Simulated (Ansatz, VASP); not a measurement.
One calculation of AlRu, two programs

The input INCAR:

```
SYSTEM = AlRu
  PREC = Accurate
  ENCUT = 520
  EDIFF = 1E-6
  ISMEAR = 0
  SIGMA = 0.15
  LREAL = .False.
  LASPH = .True.
  NELM = 60
  ALGO = Fast
  ISIF = 2
  LWAVE = .False.
  LCHARG = .False.
  GGA = PE
  NBANDS = 16
```

Contents of KPOINTS:

```
Automatic mesh
0
Gamma
  16 16 16
  0 0 0
```

File POSCAR:

```
AlRu
1.0
    2.9018520000      0.0000000000      0.0000000000
    0.0000000000      2.9018520000      0.0000000000
    0.0000000000      0.0000000000      3.0813480000
Al Ru
1 1
Direct
    0.0000000000      0.0000000000      0.0000000000
    0.5000000000      0.5000000000      0.5000000000
```

Input for Ansatz:

```yaml
crystal:
  lattice:
    - [2.901852, 0.0, 0.0]
    - [0.0, 2.901852, 0.0]
    - [0.0, 0.0, 3.081348]
  atoms:
    - { symbol: Al, position: [0.0, 0.0, 0.0] }
    - { symbol: Ru, position: [0.5, 0.5, 0.5] }
basis:
  ecutwfc: 420
kpoints:
  mp_grid: { grid: [16, 16, 16] }
hamiltonian:
  xc: pbe
scf:
  occupations: { method: gaussian, width: 0.15 }
output:
  forces: true
  stress: true
  eigenvalues: true
```

Change from the starting cell: strain -0.030 along x and y, +0.030 along z, atoms carried along.

Alike in both runs: task single point; functional PBE; k mesh 16 × 16 × 16; occupations gaussian, width 0.15 eV; no spin polarisation.

|  | VASP | Ansatz |
| --- | --- | --- |
| version | VASP 6.6.1 | Ansatz 0.2.0 |
| potentials or method | VASP PAW PBE potentials, release 64 (Al, Ru_pv) | scalar-relativistic, plane waves, PAW |
| plane-wave cutoff (eV) | 520 | 420 |
| valence electrons in the cell | 17 | 19 |

Ansatz gave:

* gap on the k mesh at the Fermi level (eV): none
* pressure (GPa): 10.2
* largest component of the traceless stress (GPa): 7.13

Question: Estimate VASP's values.

Answer: gap on the k mesh at the Fermi level (eV): none; pressure (GPa): 10.2; largest component of the traceless stress (GPa): 7.15.

A gap of «none» marks a metal or a gap that the smearing closes. The two sets of potentials don't hold the same shells in valence.
